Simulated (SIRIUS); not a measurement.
# RbBr (Fm-3m) in SIRIUS: a series of runs

Runs on RbBr. Level: LDA. Tasks: equation of state.

Program: SIRIUS 7.12.0. These are calculated values, not measurements. Logs are shortened: lines on timing, memory, paths and dates and some standing lists are left out, and cuts for length are marked. The log counts tension as positive stress, the text compression.

### 1 Starting point

Symmetry: Fm-3m, No. 225, cubic system. Conventional cell: a = 6.854 Å, b = 6.854 Å, c = 6.854 Å, α = 90.00°, β = 90.00°, γ = 90.00°. Rb (site symmetry m-3m) is surrounded by 6 Br at 3.43 Å. Br (site symmetry m-3m) is surrounded by 6 Rb at 3.43 Å.

### 2 Equation of state, LDA, 37.83 Å³/atom (volume scaled by 0.94)

Contents of sirius.json:

```json
{
  "control": {
    "processing_unit": "cpu",
    "std_evp_solver_name": "lapack",
    "gen_evp_solver_name": "lapack",
    "verbosity": 2,
    "print_forces": false,
    "ortho_rf": true,
    "use_second_variation": true,
    "rmt_max": 3.0,
    "num_bands_to_print": 24,
    "save_wf": true
  },
  "parameters": {
    "electronic_structure_method": "full_potential_lapwlo",
    "xc_functionals": ["XC_LDA_X", "XC_LDA_C_PW"],
    "core_relativity": "dirac",
    "valence_relativity": "iora",
    "num_fv_states": 28,
    "smearing": "fermi_dirac",
    "smearing_width": 0.0018374661,
    "pw_cutoff": 20,
    "gk_cutoff": 3.5,
    "lmax_apw": 10,
    "lmax_rho": 8,
    "lmax_pot": 8,
    "num_mag_dims": 0,
    "auto_rmt": 0,
    "ngridk": [7, 7, 7],
    "shiftk": [0, 0, 0],
    "num_dft_iter": 80,
    "energy_tol": 1e-07,
    "density_tol": 1e-05,
    "use_symmetry": true
  },
  "settings": {"tol_ne": 1e-10},
  "iterative_solver": {"type": "exact"},
  "mixer": {"type": "anderson", "beta": 0.5, "max_history": 8},
  "unit_cell": {
    "lattice_vectors": [[0.0, 6.3438892028, 6.3438892028], [6.3438892028, 0.0, 6.3438892028], [6.3438892028, 6.3438892028, 0.0]],
    "atom_types": ["Br", "Rb"],
    "atom_files": {"Br": "Br.json", "Rb": "Rb.json"},
    "atoms": {"Br": [[0.5, 0.5, 0.5]], "Rb": [[0.0, 0.0, 0.0]]}
  }
}
```

Contents of Br.json:

```json
{
  "name": "bromine",
  "symbol": "Br",
  "number": 35,
  "mass": 79.904,
  "rmin": 1e-06,
  "rmt": 2.4,
  "nrmt": 800,
  "rinf": 12.55,
  "core": "1s2s2p3s",
  "valence": [
    {"basis": [{"enu": -0.2, "dme": 0, "n": 0, "auto": 0}, {"enu": -0.2, "dme": 1, "n": 0, "auto": 0}]},
    {"l": 0, "n": 1, "basis": [{"enu": -0.2755, "dme": 0, "n": 0, "auto": 0}]},
    {"l": 1, "n": 2, "basis": [{"enu": -0.1, "dme": 0, "n": 0, "auto": 0}]},
    {"l": 2, "n": 3, "basis": [{"enu": -0.1, "dme": 0, "n": 0, "auto": 0}]},
    {"l": 3, "n": 4, "basis": [{"enu": -0.1, "dme": 0, "n": 0, "auto": 0}]}
  ],
  "lo": [
    {
      "l": 0,
      "basis": [{"enu": -0.2755, "dme": 0, "n": 0, "auto": 0}, {"enu": -0.2755, "dme": 1, "n": 0, "auto": 0}]
    },
    {
      "l": 0,
      "basis": [{"enu": -0.2755, "dme": 1, "n": 0, "auto": 0}, {"enu": -0.2755, "dme": 2, "n": 0, "auto": 0}]
    },
    {
      "l": 0,
      "basis": [{"enu": -0.2755, "dme": 0, "n": 0, "auto": 0}, {"enu": 1.8078, "dme": 0, "n": 0, "auto": 0}]
    },
    {"l": 1, "basis": [{"enu": -0.1, "dme": 0, "n": 0, "auto": 0}, {"enu": -0.1, "dme": 1, "n": 0, "auto": 0}]},
    {"l": 1, "basis": [{"enu": -0.1, "dme": 1, "n": 0, "auto": 0}, {"enu": -0.1, "dme": 2, "n": 0, "auto": 0}]},
    {
      "l": 1,
      "basis": [{"enu": -6.1636, "dme": 0, "n": 3, "auto": 1}, {"enu": -6.1636, "dme": 1, "n": 3, "auto": 1}]
    },
    {"l": 1, "basis": [{"enu": -0.1, "dme": 0, "n": 0, "auto": 0}, {"enu": 2.2958, "dme": 0, "n": 0, "auto": 0}]},
    {"l": 2, "basis": [{"enu": -0.1, "dme": 0, "n": 0, "auto": 0}, {"enu": -0.1, "dme": 1, "n": 0, "auto": 0}]},
    {
      "l": 2,
      "basis": [{"enu": -2.2702, "dme": 0, "n": 3, "auto": 1}, {"enu": -2.2702, "dme": 1, "n": 3, "auto": 1}]
    },
    {
      "l": 2,
      "basis": [{"enu": -2.2702, "dme": 1, "n": 3, "auto": 1}, {"enu": -0.1, "dme": 0, "n": 0, "auto": 0}]
    },
    {"l": 2, "basis": [{"enu": -0.1, "dme": 0, "n": 0, "auto": 0}, {"enu": 3.5111, "dme": 0, "n": 0, "auto": 0}]},
    {"l": 3, "basis": [{"enu": -0.1, "dme": 0, "n": 0, "auto": 0}, {"enu": -0.1, "dme": 1, "n": 0, "auto": 0}]},
    {"l": 3, "basis": [{"enu": -0.1, "dme": 0, "n": 0, "auto": 0}, {"enu": 2.9208, "dme": 0, "n": 0, "auto": 0}]}
  ],
  "free_atom": [... radial grid and density of the free atom, the start of the SCF ...]
}
```

Contents of Rb.json:

```json
{
  "name": "rubidium",
  "symbol": "Rb",
  "number": 37,
  "mass": 85.4678,
  "rmin": 1e-06,
  "rmt": 2.54,
  "nrmt": 800,
  "rinf": 22.46,
  "core": "1s2s2p3s3p",
  "valence": [
    {"basis": [{"enu": -0.2, "dme": 0, "n": 0, "auto": 0}, {"enu": -0.2, "dme": 1, "n": 0, "auto": 0}]},
    {"l": 0, "n": 1, "basis": [{"enu": -0.1, "dme": 0, "n": 0, "auto": 0}]},
    {"l": 1, "n": 2, "basis": [{"enu": -0.1, "dme": 0, "n": 0, "auto": 0}]},
    {"l": 2, "n": 3, "basis": [{"enu": -0.1, "dme": 0, "n": 0, "auto": 0}]},
    {"l": 3, "n": 4, "basis": [{"enu": -0.1, "dme": 0, "n": 0, "auto": 0}]}
  ],
  "lo": [
    {"l": 0, "basis": [{"enu": -0.1, "dme": 0, "n": 0, "auto": 0}, {"enu": -0.1, "dme": 1, "n": 0, "auto": 0}]},
    {
      "l": 0,
      "basis": [{"enu": -1.1861, "dme": 0, "n": 4, "auto": 1}, {"enu": -1.1861, "dme": 1, "n": 4, "auto": 1}]
    },
    {
      "l": 0,
      "basis": [{"enu": -1.1861, "dme": 1, "n": 4, "auto": 1}, {"enu": -0.1, "dme": 0, "n": 0, "auto": 0}]
    },
    {"l": 0, "basis": [{"enu": -0.1, "dme": 0, "n": 0, "auto": 0}, {"enu": 2.38, "dme": 0, "n": 0, "auto": 0}]},
    {"l": 1, "basis": [{"enu": -0.1, "dme": 0, "n": 0, "auto": 0}, {"enu": -0.1, "dme": 1, "n": 0, "auto": 0}]},
    {
      "l": 1,
      "basis": [{"enu": -0.6027, "dme": 0, "n": 4, "auto": 1}, {"enu": -0.6027, "dme": 1, "n": 4, "auto": 1}]
    },
    {
      "l": 1,
      "basis": [{"enu": -0.6027, "dme": 1, "n": 4, "auto": 1}, {"enu": -0.1, "dme": 0, "n": 0, "auto": 0}]
    },
    {"l": 1, "basis": [{"enu": -0.1, "dme": 0, "n": 0, "auto": 0}, {"enu": 2.752, "dme": 0, "n": 0, "auto": 0}]},
    {"l": 2, "basis": [{"enu": -0.1, "dme": 0, "n": 0, "auto": 0}, {"enu": -0.1, "dme": 1, "n": 0, "auto": 0}]},
    {
      "l": 2,
      "basis": [{"enu": -3.8456, "dme": 0, "n": 3, "auto": 1}, {"enu": -3.8456, "dme": 1, "n": 3, "auto": 1}]
    },
    {
      "l": 2,
      "basis": [{"enu": -3.8456, "dme": 1, "n": 3, "auto": 1}, {"enu": -0.1, "dme": 0, "n": 0, "auto": 0}]
    },
    {"l": 2, "basis": [{"enu": -0.1, "dme": 0, "n": 0, "auto": 0}, {"enu": 3.124, "dme": 0, "n": 0, "auto": 0}]},
    {"l": 3, "basis": [{"enu": -0.1, "dme": 0, "n": 0, "auto": 0}, {"enu": -0.1, "dme": 1, "n": 0, "auto": 0}]},
    {"l": 3, "basis": [{"enu": -0.1, "dme": 0, "n": 0, "auto": 0}, {"enu": 2.597, "dme": 0, "n": 0, "auto": 0}]}
  ],
  "free_atom": [... radial grid and density of the free atom, the start of the SCF ...]
}
```

Contents of sirius_start.json:

```json
{
  "control": {
    "processing_unit": "cpu",
    "std_evp_solver_name": "lapack",
    "gen_evp_solver_name": "lapack",
    "verbosity": 1,
    "print_forces": false,
    "ortho_rf": true,
    "use_second_variation": true,
    "rmt_max": 3.0,
    "num_bands_to_print": 24,
    "save_wf": false
  },
  "parameters": {
    "electronic_structure_method": "full_potential_lapwlo",
    "xc_functionals": ["XC_LDA_X", "XC_LDA_C_PW"],
    "core_relativity": "dirac",
    "valence_relativity": "iora",
    "num_fv_states": 28,
    "smearing": "fermi_dirac",
    "smearing_width": 0.0055123983,
    "pw_cutoff": 20,
    "gk_cutoff": 2.8,
    "lmax_apw": 10,
    "lmax_rho": 8,
    "lmax_pot": 8,
    "num_mag_dims": 0,
    "auto_rmt": 0,
    "ngridk": [3, 3, 3],
    "shiftk": [0, 0, 0],
    "num_dft_iter": 30,
    "energy_tol": 0.01,
    "density_tol": 0.05,
    "use_symmetry": true
  },
  "settings": {"tol_ne": 1e-10},
  "iterative_solver": {"type": "exact"},
  "mixer": {"type": "anderson", "beta": 0.5, "max_history": 8},
  "unit_cell": {
    "lattice_vectors": [[0.0, 6.3438892028, 6.3438892028], [6.3438892028, 0.0, 6.3438892028], [6.3438892028, 6.3438892028, 0.0]],
    "atom_types": ["Br", "Rb"],
    "atom_files": {"Br": "Br.json", "Rb": "Rb.json"},
    "atoms": {"Br": [[0.5, 0.5, 0.5]], "Rb": [[0.0, 0.0, 0.0]]}
  }
}
```

Potentials or basis: all-electron FP-LAPW, apw+lo standard.

Started as:

```sh
$ OMP_NUM_THREADS=1 sirius.scf --input=sirius_start.json --output=start.json
$ OMP_NUM_THREADS=1 sirius.scf --input=sirius.json --output=output.json --task=1
```

The log of the run:

```text
[info] SIRIUS version : 7.12.0
[info] number of MPI ranks           : 1
[info] MPI grid                      : 1 1
[info] maximum number of OMP threads : 1
[fft] FFT context for density and potential
[fft] =====================================
[fft]   plane wave cutoff                     : 20
[fft]   grid size                             : 60 60 60   total : 216000
[fft]   grid limits                           : -29 30   -29 30   -29 30
[fft]   number of G-vectors within the cutoff : 69041
[fft]   number of G-shells                    : 1764
[fft] FFT context for coarse grid
[fft] =====================================
[fft]   plane wave cutoff                     : 7
[fft]   grid size                             : 24 24 24   total : 13824
[fft]   grid limits                           : -11 12   -11 12   -11 12
[fft]   number of G-vectors within the cutoff : 2891
[fft]   number of G-shells                    : 104
[unit cell] lattice vectors
[unit cell]   a1 :       0.0000000000      6.3438892028      6.3438892028
[unit cell]   a2 :       6.3438892028      0.0000000000      6.3438892028
[unit cell]   a3 :       6.3438892028      6.3438892028      0.0000000000
[unit cell] reciprocal lattice vectors
[unit cell]   b1 :      -0.4952155615      0.4952155615      0.4952155615
[unit cell]   b2 :       0.4952155615     -0.4952155615      0.4952155615
[unit cell]   b3 :       0.4952155615      0.4952155615     -0.4952155615
[unit cell] unit cell volume :       510.61875655 [a.u.^3]
[unit cell] 1/sqrt(omega)    :         0.04425391
[unit cell] MT volume        :       126.54780896 (24.78%)
[unit cell] IT volume        :       384.07094759 (75.22%)
[unit cell] number of atom types : 2
[unit cell] type id : 0 symbol : Br mt_radius :   2.400000 num_atoms : 1
[unit cell] type id : 1 symbol : Rb mt_radius :   2.540000 num_atoms : 1
[unit cell] total number of atoms : 2
[unit cell] number of symmetry classes : 2
[unit cell] atom id  type id  class id             position                      vector_field
[unit cell] ------------------------------------------------------------------------------------------
[... 361 lines left out ...]
[diagonalize] ...
[diagonalize] ik:   15   -6.059752   -6.059752   -6.059752   -3.558398   -3.558398   -3.558398   -3.558363   -3.558363   -2.159376   -2.159374   -2.159327   -2.159327   -2.159323   -0.905855   -0.466721   -0.330076   -0.324567   -0.324278   -0.033721   -0.027798   -0.023831    0.187031    0.256673    0.301144
[diagonalize] ik:   16   -6.059752   -6.059752   -6.059752   -3.558398   -3.558398   -3.558398   -3.558363   -3.558363   -2.159375   -2.159375   -2.159327   -2.159327   -2.159326   -0.906051   -0.469001   -0.324504   -0.322669   -0.321105   -0.046012   -0.027934   -0.023243    0.213577    0.216375    0.308623
[diagonalize] ik:   17   -6.059752   -6.059752   -6.059752   -3.558398   -3.558398   -3.558398   -3.558364   -3.558363   -2.159378   -2.159376   -2.159329   -2.159328   -2.159328   -0.905925   -0.468796   -0.325516   -0.324494   -0.320611   -0.046530   -0.030902   -0.028182    0.227322    0.245644    0.298804
[diagonalize] ik:   18   -6.059752   -6.059752   -6.059752   -3.558398   -3.558398   -3.558398   -3.558363   -3.558363   -2.159376   -2.159375   -2.159329   -2.159328   -2.159324   -0.905877   -0.467367   -0.328366   -0.325869   -0.322147   -0.037050   -0.029689   -0.025098    0.199430    0.253982    0.291961
[diagonalize] ik:   19   -6.059752   -6.059752   -6.059752   -3.558398   -3.558398   -3.558398   -3.558364   -3.558364   -2.159378   -2.159377   -2.159330   -2.159329   -2.159329   -0.905861   -0.467744   -0.328208   -0.326194   -0.320792   -0.039086   -0.030684   -0.028788    0.223993    0.251380    0.289474
[generate_core_charge_density] atom class : 0
[generate_core_charge_density]   n,l,k : 1 0 1  energy :        -488.16739948
[generate_core_charge_density]   n,l,k : 2 0 1  energy :         -63.27258247
[generate_core_charge_density]   n,l,k : 2 1 1  energy :         -57.00471009
[generate_core_charge_density]   n,l,k : 2 1 2  energy :         -55.26216510
[generate_core_charge_density]   n,l,k : 3 0 1  energy :          -8.41142730
[generate_core_charge_density] atom class : 1
[generate_core_charge_density]   n,l,k : 1 0 1  energy :        -551.13854853
[generate_core_charge_density]   n,l,k : 2 0 1  energy :         -73.39586968
[generate_core_charge_density]   n,l,k : 2 1 1  energy :         -66.60298934
[generate_core_charge_density]   n,l,k : 2 1 2  energy :         -64.37330904
[generate_core_charge_density]   n,l,k : 3 0 1  energy :         -10.64035519
[... 21 lines left out ...]
[find] valence_eval_sum               :     -98.21110076
[find] core_eval_sum                  :   -3163.56570047
[find] kinetic energy                 :    5728.85955078
[find] enuc                           :   -6752.08484759
[find] <rho|V^{XC}>                   :    -246.80572396
[find] <rho|E^{XC}>                   :    -186.26957252
[find] <mag|B^{XC}>                   :       0.00000000
[find] <rho|V^{H}>                    :   -8743.83062805
[find] smearing (-TS)                 :      -0.00000000
[find] SCF correction                 :       0.00041198
[find] Total energy                   :   -5581.40977137 (Ha),  -11162.81954274 (Ry)
[find] Free energy (E-TS)             :   -5581.40977137 (Ha),  -11162.81954274 (Ry)
[find] band gap (eV)                  :       4.10432764
[find] Efermi                         :       0.04453049
[find] iteration : 5, RMS (target) : 6.3108e-06 (1.0000e-05) , energy difference (target) : 9.3562e-08 (1.0000e-07)
[find] converged after 6 SCF iterations!
[find] Charges and magnetic moments
[find] --------------------------------------------------------------------------------
[find] atom      charge    core leakage
[find] --------------------------------------------------------------------------------
[find]    0   33.515572    1.089020e-06
[find]    1   35.310112    1.122223e-06
[find] total core leakage    : 2.21124252e-06
[find] interstitial charge   : 3.174317
[find] total charge          : 72.000000
[find] Energy
[find] --------------------------------------------------------------------------------
[find] valence_eval_sum               :     -98.21110076
[find] core_eval_sum                  :   -3163.56570047
[find] kinetic energy                 :    5728.85955078
[find] enuc                           :   -6752.08484759
[find] <rho|V^{XC}>                   :    -246.80572396
[find] <rho|E^{XC}>                   :    -186.26957252
[find] <mag|B^{XC}>                   :       0.00000000
[find] <rho|V^{H}>                    :   -8743.83062805
[find] smearing (-TS)                 :      -0.00000000
[find] SCF correction                 :       0.00041198
[find] Total energy                   :   -5581.40977137 (Ha),  -11162.81954274 (Ry)
[find] Free energy (E-TS)             :   -5581.40977137 (Ha),  -11162.81954274 (Ry)
[find] band gap (eV)                  :       4.10432764
[find] Efermi                         :       0.04453049
```

Run time: 37 s. Hardware: 1 thread of Intel Xeon 6975P-C (Granite Rapids), shared host; peak memory 0.53 GiB.

Results:

```yaml
Free_energy: -151877.8971 eV
Band_gap_on_the_k_mesh: 4.10 eV, direct
All_electrons_inside_the_program's_atomic_spheres: Rb 35.31; Br 33.52 (radii Br 2.4, Rb 2.54 bohr)
```

### 3 Equation of state, LDA, 38.64 Å³/atom (volume scaled by 0.96)

Edit sirius.json of step 2 so:

```diff
@@ -39,3 +39,3 @@
   "unit_cell": {
-    "lattice_vectors": [[0.0, 6.3438892028, 6.3438892028], [6.3438892028, 0.0, 6.3438892028], [6.3438892028, 6.3438892028, 0.0]],
+    "lattice_vectors": [[0.0, 6.3885659508, 6.3885659508], [6.3885659508, 0.0, 6.3885659508], [6.3885659508, 6.3885659508, 0.0]],
     "atom_types": ["Br", "Rb"],
```

Br.json is that of step 2.

Rb.json is that of step 2.

Edit sirius_start.json of step 2 so:

```diff
@@ -39,3 +39,3 @@
   "unit_cell": {
-    "lattice_vectors": [[0.0, 6.3438892028, 6.3438892028], [6.3438892028, 0.0, 6.3438892028], [6.3438892028, 6.3438892028, 0.0]],
+    "lattice_vectors": [[0.0, 6.3885659508, 6.3885659508], [6.3885659508, 0.0, 6.3885659508], [6.3885659508, 6.3885659508, 0.0]],
     "atom_types": ["Br", "Rb"],
```

Potentials or basis: all-electron FP-LAPW, apw+lo standard.

Started as:

```sh
$ OMP_NUM_THREADS=1 sirius.scf --input=sirius_start.json --output=start.json
$ OMP_NUM_THREADS=1 sirius.scf --input=sirius.json --output=output.json --task=1
```

Wall time 38 s (1 thread of Intel Xeon 6975P-C (Granite Rapids), shared host); peak memory 0.54 GiB.

Results (log left out):

* Free energy: -151877.8915 eV
* Band gap on the k mesh: 4.05 eV, direct
* All electrons inside the program's atomic spheres: Rb 35.31; Br 33.51 (radii Br 2.4, Rb 2.54 bohr)

(Part 1 of 3 ends here.)
